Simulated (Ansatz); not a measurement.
ZnO (zincite), 4 atoms in the cell. It takes space group P6_3mc (No. 186, hexagonal). The conventional cell has a = 3.249 Å, b = 3.249 Å, c = 5.206 Å, α = 90.00°, β = 90.00°, γ = 120.00°. Zn (site symmetry 3m) has 4 O at 1.97 to 1.98 Å as nearest neighbours. Around O (site symmetry 3m) lie 4 Zn at 1.97 to 1.98 Å. 

| Property | Result |
| --- | --- |
| Program | Ansatz 0.2.0 |
| Task | single point |
| Functional | PBE |
| Potentials or basis | all-electron LAPW, scalar-relativistic |
| Cutoff | 429 eV (chosen from the basis error) |
| Basis error allowed | 0.001 eV/atom |
| k mesh | 9 × 9 × 5 |
| Occupations | fermi-dirac, width 0.05 eV |
| Spin | no spin polarisation |

Potentials or basis: all-electron LAPW, scalar-relativistic.

Run with:

```bash
$ ansatz run input.yaml --threads 2 --pin off --max-ram 6144MiB --backend cpu --events-out ev --progress --plain --runs-dir out
```

Hardware: 2 threads of Arm Neoverse V1, with other jobs on the host.

Estimate the wall time of this run.

It took 33 s on 2 threads of Arm Neoverse V1, on a shared host, peak memory 0.43 GiB. Counts: scf iterations 9, plane waves 977, k points 36, bands 34.
